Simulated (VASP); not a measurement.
# Si (Fd-3m) in VASP: settings compared

The runs below take Si through relaxation of cell and atoms, electrostatic potential, with r2SCAN+rVV10, HSE06, PBE.

Everything below comes from runs of VASP 6.6.1. Logs are shortened: lines on timing, memory, paths and dates and some standing lists are left out, and cuts for length are marked.

## Step 1: Starting point

It takes space group Fd-3m (No. 227, cubic). The conventional cell has a = 5.440 Å, b = 5.440 Å, c = 5.440 Å, α = 90.00°, β = 90.00°, γ = 90.00°. Around Si (site symmetry -43m) lie 4 Si at 2.36 Å.

The cell was built by a generator and needn't be a form met in nature.

## Step 2: Relaxation of cell and atoms, r2SCAN+rVV10

Input file INCAR:

```
SYSTEM = Si
ALGO     = Normal         ! electronic algorithm
BPARAM   = 11.95        
CPARAM   = 0.0093       
EDIFF    = 1E-6           ! SCF threshold, eV
EDIFFG   = -0.005         ! ionic threshold
ENCUT    = 600            ! plane-wave cutoff, eV
IBRION   = 2              ! ionic algorithm
ISIF     = 3              ! what is computed and relaxed
ISMEAR   = 0              ! smearing method
IVDW_NL  = 2            
LASPH    = .True.         ! aspherical terms in the spheres
LCHARG   = .False.        ! write CHGCAR
LMIXTAU  = .True.       
LREAL    = .False.        ! projectors in reciprocal space
LUSE_VDW = .True.       
LWAVE    = .False.        ! write WAVECAR
METAGGA  = R2SCAN         ! meta-GGA
NELM     = 120            ! most SCF steps
NSW      = 60             ! ionic steps
PREC     = Accurate       ! precision mode
SIGMA    = 0.02           ! smearing width, eV
```

Input file KPOINTS:

```
k-points
0
Gamma
  10 10 10
  0 0 0
```

Input file POSCAR:

```
Si
1.0
    0.0000000000      2.7200000000      2.7200000000
    2.7200000000      0.0000000000      2.7200000000
    2.7200000000      2.7200000000      0.0000000000
Si
2
Direct
    0.0000000000      0.0000000000      0.0000000000
    0.2500000000      0.2500000000      0.2500000000
```

Potentials or basis: VASP PAW PBE potentials, release 64 (Si).

Launch:

```sh
$ cat potpaw_PBE.64/Si/POTCAR > POTCAR
$ mpirun -np 1 vasp_std > vasp.out
```

OUTCAR:

```text
SYSTEM = Si
   BPARAM = 11.95
   EDIFF = 1E-6
   EDIFFG = -0.005
   ENCUT = 600
   IBRION = 2
   ISIF = 3
   ISMEAR = 0
   IVDW_NL = 2
   LASPH = .True.
   LREAL = .False.
   METAGGA = R2SCAN
   NELM = 120
   NSW = 60
   PREC = Accurate

 ion  position               nearest neighbor table
   1  0.000  0.000  0.000-   2 2.36   2 2.36   2 2.36   2 2.36
   2  0.250  0.250  0.250-   1 2.36   1 2.36   1 2.36   1 2.36

  LATTYP: Found a face centered cubic cell.
 ALAT       =     5.4400000000

  Lattice vectors:

 A1 = (   0.0000000000,   2.7200000000,   2.7200000000)
 A2 = (   2.7200000000,   0.0000000000,   2.7200000000)
 A3 = (   2.7200000000,   2.7200000000,   0.0000000000)

Analysis of symmetry for initial positions (statically):
=====================================================================
 Subroutine PRICEL returns:
 Original cell was already a primitive cell.

 Routine SETGRP: Setting up the symmetry group for a
 face centered cubic supercell.

 Subroutine GETGRP returns: Found 48 space group operations
 (whereof 24 operations were pure point group operations)
 out of a pool of 48 trial point group operations.

The static configuration has the point symmetry T_d .
 The point group associated with its full space group is O_h .

Analysis of symmetry for dynamics (positions and initial velocities):
=====================================================================
 Subroutine PRICEL returns:
 Original cell was already a primitive cell.

 Routine SETGRP: Setting up the symmetry group for a
 face centered cubic supercell.

 Subroutine GETGRP returns: Found 48 space group operations
 (whereof 24 operations were pure point group operations)
 out of a pool of 48 trial point group operations.

The dynamic configuration has the point symmetry T_d .
 The point group associated with its full space group is O_h .

 Subroutine INISYM returns: Found 48 space group operations
 (whereof 24 operations are pure point group operations),
 and found     1 'primitive' translations

----------------------------------------------------------------------------------------

                                     Primitive cell

  volume of cell :      40.2473

  direct lattice vectors                    reciprocal lattice vectors
     0.000000000  2.720000000  2.720000000    -0.183823529  0.183823529  0.183823529
     2.720000000  0.000000000  2.720000000     0.183823529 -0.183823529  0.183823529
     2.720000000  2.720000000  0.000000000     0.183823529  0.183823529 -0.183823529

  length of vectors
     3.846660890  3.846660890  3.846660890     0.318391693  0.318391693  0.318391693

  position of ions in fractional coordinates (direct lattice)
     0.000000000  0.000000000  0.000000000
     0.250000000  0.250000000  0.250000000

  ion indices of the primitive-cell ions
   primitive index   ion index
                 1           1
                 2           2

----------------------------------------------------------------------------------------

 KPOINTS: k-points

Automatic generation of k-mesh.
 Grid dimensions read from file:
 generate k-points for:   10   10   10

 Generating k-lattice:

  Cartesian coordinates                     Fractional coordinates (reciprocal lattice)
    -0.018382353  0.018382353  0.018382353     0.100000000  0.000000000  0.000000000
     0.018382353 -0.018382353  0.018382353     0.000000000  0.100000000  0.000000000
     0.018382353  0.018382353 -0.018382353     0.000000000  0.000000000  0.100000000

  Length of vectors
     0.031839169  0.031839169  0.031839169

  Shift w.r.t. Gamma in fractional coordinates (k-lattice)
     0.000000000  0.000000000  0.000000000

 Subroutine IBZKPT returns following result:
 ===========================================

 Found     47 irreducible k-points:

 Following reciprocal coordinates:
            Coordinates               Weight
  0.000000  0.000000  0.000000      1.000000
  0.100000  0.000000  0.000000      8.000000
  0.200000  0.000000  0.000000      8.000000
  0.300000  0.000000  0.000000      8.000000
  0.400000  0.000000  0.000000      8.000000
  0.500000  0.000000  0.000000      4.000000
[... 16 lines left out ...]
  0.300000  0.300000  0.000000      6.000000
  0.400000  0.300000  0.000000     24.000000
 [... further k-points ...]
   k-points           NKPTS =     47   k-points in BZ     NKDIM =     47   number of bands    NBANDS=      8
   number of dos      NEDOS =    301   number of ions     NIONS =      2
   total plane-waves  NPLWV =  32768
   dimension x,y,z NGX =    32 NGY =   32 NGZ =   32
   dimension x,y,z NGXF=    64 NGYF=   64 NGZF=   64
   ions per type =               2
   NGX,Y,Z   is equivalent  to a cutoff of  13.83, 13.83, 13.83 a.u.
   NGXF,Y,Z  is equivalent  to a cutoff of  27.66, 27.66, 27.66 a.u.
 SYSTEM =  Si
   PREC   = accura    normal or accurate (medium, high low for compatibility)
   ISTART =      0    job   : 0-new  1-cont  2-samecut
   ICHARG =      2    charge: 1-file 2-atom 10-const
   ISPIN  =      1    spin polarized calculation?
   LNONCOLLINEAR =      F non collinear calculations
   LSORBIT =      F    spin-orbit coupling
   LASPH  =      T    aspherical Exc in radial PAW
   ENCUT  =  600.0 eV  44.10 Ry    6.64 a.u.   7.68  7.68  7.68*2*pi/ulx,y,z
   NELM   =    120;   NELMIN=  2; NELMDL= -5     # of ELM steps
   EDIFF  = 0.1E-05   stopping-criterion for ELM
   LREAL  =      F    real-space projection
   EDIFFG = -.5E-02   stopping-criterion for IOM
   NSW    =     60    number of steps for IOM
   IBRION =      2    ionic relax: 0-MD 1-quasi-New 2-CG
   NFREE  =      1    steps in history (QN), initial steepest desc. (CG)
   ISIF   =      3    stress and relaxation
   ISYM   =      2    0-nonsym 1-usesym 2-fastsym
   POTIM  = 0.5000    time-step for ionic-motion
   TEBEG  =    0.0;   TEEND  =   0.0 temperature during run
   PSTRESS=    0.0 pullay stress
   NELECT =       8.0000    total number of electrons
   NUPDOWN=      -1.0000    fix difference up-down
   EMIN   =  10.00;   EMAX   =-10.00  energy-range for DOS
   EFERMI =   0.00;   METHOD = LEGACY
   ISMEAR =     0;   SIGMA  =   0.02  broadening in eV -4-tet -1-fermi 0-gaus
   EFERMI_NEDOS =   21; number of points for ismear=-14 and -15
   IALGO  =     38    algorithm
   IMIX   =      4    mixing-type and parameters
     AMIX     =   0.40;   BMIX     =  1.00
     AMIX_MAG =   1.60;   BMIX_MAG =  1.00
  volume/ion in A,a.u.               =      20.12       135.80
  Fermi-wavevector in a.u.,A,eV,Ry     =   0.955416  1.805475 12.419671  0.912820
  Thomas-Fermi vector in A             =   2.084252
   LORBIT       =      0    0 simple, 1 ext, 2 COOP (PROOUT), +10 PAW based schemes
   METAGGA = R2SCAN    functional components
   LHFCALC =     F    Hartree Fock is set to
   AEXX    =    0.0000 exact exchange contribution
   IVDW_NL    =     2    kernel type
   BPARAM     =11.9500
   IVDW    =     0    specifies the selected vdW correction
   LEPSILON=     F    determine dielectric tensor
   LRPA    =     F    only Hartree local field effects (RPA)
 conjugate gradient relaxation of ions
 non-spin polarized calculation
 Gauss-broadening in eV      SIGMA  =   0.02
  energy-cutoff  :      600.00
  volume of cell :       40.25
 maximum number of plane-waves:      1363
   NGX = 15   NGY = 15   NGZ = 15

--------------------------------------- Ionic step        1  -------------------------------------------

 number of electron       8.0000000 magnetization

 Free energy of the ion-electron system (eV)
  ---------------------------------------------------
  ext. energy  EPLUGINS =         0.00000000
  ---------------------------------------------------
  free energy    TOTEN  =       -17.40345068 eV

  energy without entropy =      -17.40345068  energy(sigma->0) =      -17.40345068

------------------------ aborting loop because EDIFF is reached ----------------------------------------

  FORCE on cell =-STRESS in cart. coord.  units (eV):
  Direction    XX          YY          ZZ          XY          YZ          ZX
  --------------------------------------------------------------------------------------
  -------------------------------------------------------------------------------------
  Total       -0.1107382     -0.1107382     -0.1107382      0.0000000      0.0000000      0.0000000
  in kB       -4.4083016     -4.4083016     -4.4083016      0.0000000      0.0000000      0.0000000
  external PRESSURE =      -4.4083016 kB  Pullay stress =       0.0000000 kB
[... 57 lines left out ...]
  energy  without entropy=      -17.4035979084  energy(sigma->0) =      -17.40359791

--------------------------------------- Ionic step        3  -------------------------------------------

 number of electron       7.9999999 magnetization

 Free energy of the ion-electron system (eV)
  ---------------------------------------------------
  ext. energy  EPLUGINS =         0.00000000
  ---------------------------------------------------
  free energy    TOTEN  =       -17.40373014 eV

  energy without entropy =      -17.40373014  energy(sigma->0) =      -17.40373014

 E-fermi :   5.8520     XC(G=0):  -9.8924

 val. band max:        5.7340750314   @ k =   0.0000   0.0000   0.0000
 cond. band min:       6.4800506451   @ k =   0.4000   0.4000   0.0000
 fundamental gap:      0.7459756137
 Fermi energy:         5.8519931061

 k-point     1 :       0.0000    0.0000    0.0000
  band No.  band energies     occupation
      1      -6.8010      2.00000
      2       5.7341      2.00000
      3       5.7341      2.00000
      4       5.7341      2.00000
      5       8.4836      0.00000
      6       8.4836      0.00000
      7       8.4836      0.00000
      8       9.7129      0.00000
[... 243 lines left out ...]
 k-point    24 :       0.4000    0.3000    0.0000
  band No.  band energies     occupation
      1      -4.5210      2.00000
      2       0.1047      2.00000
      3       2.7305      2.00000
      4       3.1584      2.00000
      5       6.9625      0.00000
      6       8.2164      0.00000
      7      13.1976      0.00000
      8      13.2792      0.00000

 [... further k-points ...]

------------------------ aborting loop because EDIFF is reached ----------------------------------------

  FORCE on cell =-STRESS in cart. coord.  units (eV):
  Direction    XX          YY          ZZ          XY          YZ          ZX
  --------------------------------------------------------------------------------------
  -------------------------------------------------------------------------------------
  Total        0.0033629      0.0033629      0.0033629     -0.0000000      0.0000000     -0.0000000
  in kB        0.1345228      0.1345228      0.1345228     -0.0000000      0.0000000     -0.0000000
  external PRESSURE =       0.1345228 kB  Pullay stress =       0.0000000 kB
[... 17 lines left out ...]
  FREE ENERGIE OF THE ION-ELECTRON SYSTEM (eV)
  ---------------------------------------------------
  free  energy   TOTEN  =       -17.4037301359 eV

  energy  without entropy=      -17.4037301359  energy(sigma->0) =      -17.40373014

 reached required accuracy - stopping structural energy minimisation
```

Wall time 2.6 min (1 thread of AMD EPYC 9R45 (Zen 5), shared host); peak memory 0.28 GiB.

What came out:

* Free energy: -17.4037 eV
* Relaxed volume: 20.03 Å³/atom
* Relaxed cell: a = 3.840 Å, b = 3.840 Å, c = 3.840 Å, α = 60.00°, β = 60.00°, γ = 60.00°
* Space group after relaxing (to 0.05 Å): Fd-3m (No. 227)
* Energy gained by relaxing: 0.1 meV/atom
* Ionic steps: 3
* Pressure after relaxing: 0.0 GPa
* Band gap on the k mesh: 0.75 eV, indirect (least direct gap 2.75 eV)

Step by step:
```
step  energy change (eV)  largest force (eV/Å)  pressure (GPa)  volume (Å³)
   1              0.0000                0.0000           -0.44        40.25
   2             -0.0001                0.0000            0.33        39.93
   3             -0.0003                0.0000            0.01        40.05
```

Final structure:
```
Si
1.0
     0.00000    2.71561    2.71561
     2.71561    0.00000    2.71561
     2.71561    2.71561    0.00000
Si
2
Cartesian
  0.0000 0.0000 0.0000
  1.3578 1.3578 1.3578
```

Caveat: the PAW data sets were made with another functional, which shifts forces and pressure a little. r2SCAN opens gaps a little over a GGA but as a rule still falls short of measured ones.

## Step 3: Electrostatic potential, r2SCAN+rVV10

This run uses another cell than the first one, of 20.03 Å³/atom, 0.995 times its volume.

Input file INCAR:

```
SYSTEM = Si
ALGO = Normal
BPARAM = 11.95
CPARAM = 0.0093
EDIFF = 1E-6
ENCUT = 520
ISIF = 2
ISMEAR = 0
IVDW_NL = 2
LASPH = .True.
LCHARG = .True.
LMIXTAU = .True.
LREAL = .False.
LUSE_VDW = .True.
LVHAR = .True.
LWAVE = .False.
METAGGA = R2SCAN
NELM = 80
PREC = Accurate
SIGMA = 0.02
```

KPOINTS is that of step 2.

Input file POSCAR:

```
Si                                      
1.0
    0.0000000000      2.7156083097      2.7156083097
    2.7156083097     -0.0000000000      2.7156083097
    2.7156083097      2.7156083097     -0.0000000000
  Si            
     2
Direct
     0.0000000000000000    0.0000000000000000    0.0000000000000000
     0.2500000000000000    0.2500000000000000    0.2500000000000000
```

Potentials or basis: VASP PAW PBE potentials, release 64 (Si).

Launch:

```sh
$ cat potpaw_PBE.64/Si/POTCAR > POTCAR
$ mpirun -np 1 vasp_std > vasp.out
```

It took 62 s on 1 thread of AMD EPYC 9R45 (Zen 5), shared host; peak memory 0.25 GiB.

It converged, with:

```
Free energy            : -17.4040 eV
Pressure               : 0.0 GPa
Band gap on the k mesh : 0.75 eV, indirect (least direct gap 2.75 eV)
```

Levels at points of the mesh, in eV from the valence-band top:
| k point | band 1 | band 2 | band 3 | band 4 | band 5 | band 6 | band 7 | band 8 |
| --- | --- | --- | --- | --- | --- | --- | --- | --- |
| (0.00, 0.00, 0.00) | -12.54 | 0.00 | 0.00 | 0.00 | 2.75 | 2.75 | 2.75 | 3.98 |
| (0.50, 0.00, 0.00) | -10.08 | -7.28 | -1.27 | -1.27 | 1.86 | 3.57 | 3.57 | 8.27 |
| (0.50, 0.50, 0.00) | -8.16 | -8.16 | -3.02 | -3.02 | 0.88 | 0.88 | 10.88 | 10.88 |

Caveat: the PAW data sets were made with another functional, which shifts forces and pressure a little. A k mesh can miss the band edges.

## Step 4: Electrostatic potential, HSE06

This run uses another cell than the first one, of 20.03 Å³/atom, 0.995 times its volume.

POSCAR is that of step 3.

Input file INCAR.step1:

```
SYSTEM = Si
ALGO = Normal
EDIFF = 1E-5
ENCUT = 520
GGA = PE
ISIF = 2
ISMEAR = 0
LASPH = .True.
LREAL = .False.
LWAVE = .True.
NELM = 80
PREC = Accurate
SIGMA = 0.02
```

Input file INCAR.step2:

```
SYSTEM = Si
ALGO = Normal
EDIFF = 1E-6
ENCUT = 520
GGA = PE
HFSCREEN = 0.2
ISIF = 2
ISMEAR = 0
ISTART = 1
LASPH = .True.
LCHARG = .True.
LHFCALC = .True.
LREAL = .False.
LVHAR = .True.
LWAVE = .False.
NELM = 80
PREC = Accurate
PRECFOCK = Fast
SIGMA = 0.02
```

Input file KPOINTS:

```
k-points
0
Gamma
  6 6 6
  0 0 0
```

Launch:

```sh
$ cat potpaw_PBE.64/Si/POTCAR > POTCAR
$ cp INCAR.step1 INCAR
$ mpirun -np 1 vasp_std > vasp.out
$ cp INCAR.step2 INCAR
$ mpirun -np 1 vasp_std > vasp.out
```

Run time: 99 s. Hardware: 1 thread of AMD EPYC 9R45 (Zen 5), shared host; peak memory 0.23 GiB.

Results (log left out):

| Quantity | Value |
| --- | --- |
| Free energy | -12.5677 eV |
| Pressure | 0.2 GPa |
| Band gap on the k mesh | 1.31 eV, indirect (least direct gap 3.34 eV) |

Levels at points of the mesh, in eV from the valence-band top:
```
           k point  band 2  band 3  band 4  band 5  band 6  band 7
(0.00, 0.00, 0.00)    0.00    0.00    0.00    3.34    3.34    3.34
(0.50, 0.00, 0.00)   -7.72   -1.31   -1.31    2.26    4.16    4.16
(0.50, 0.50, 0.00)   -8.67   -3.14   -3.14    1.31    1.31   11.51
```

Caveat: the PAW data sets were made with another functional, which shifts forces and pressure a little. A k mesh can miss the band edges.

## Step 5: Electrostatic potential, PBE, non-collinear spin, zero start, spin-orbit coupling

This run uses another cell than the first one, of 20.03 Å³/atom, 0.995 times its volume.

Input file INCAR:

```
SYSTEM = Si
ALGO = Normal
EDIFF = 1E-6
ENCUT = 520
GGA = PE
GGA_COMPAT = .False.
ISIF = 2
ISMEAR = 0
LASPH = .True.
LCHARG = .True.
LORBIT = 11
LREAL = .False.
LSORBIT = .True.
LVHAR = .True.
LWAVE = .False.
MAGMOM = 0 0 0 0 0 0
NELM = 80
PREC = Accurate
SIGMA = 0.02
```

Input file KPOINTS:

```
k-points
0
Gamma
  10 10 10
  0 0 0
```

POSCAR is that of step 4.

Launch:

```sh
$ cat potpaw_PBE.64/Si/POTCAR > POTCAR
$ mpirun -np 1 vasp_ncl > vasp.out
```

It took 39 s on 1 thread of AMD EPYC 9R45 (Zen 5), shared host; peak memory 0.24 GiB.

The run converged. Its results:

```
Free energy                                           : -10.8446 eV
Pressure                                              : 1.9 GPa
Net moment                                            : 0.00 μB per cell
Valence electrons inside the program's atomic spheres : Si 1.69
```

Moments on the atoms (μB; x, y, z):
```
Si  0.00 0.00 0.00
Si  0.00 0.00 0.00
```

(Continued in part 2 of 2.)
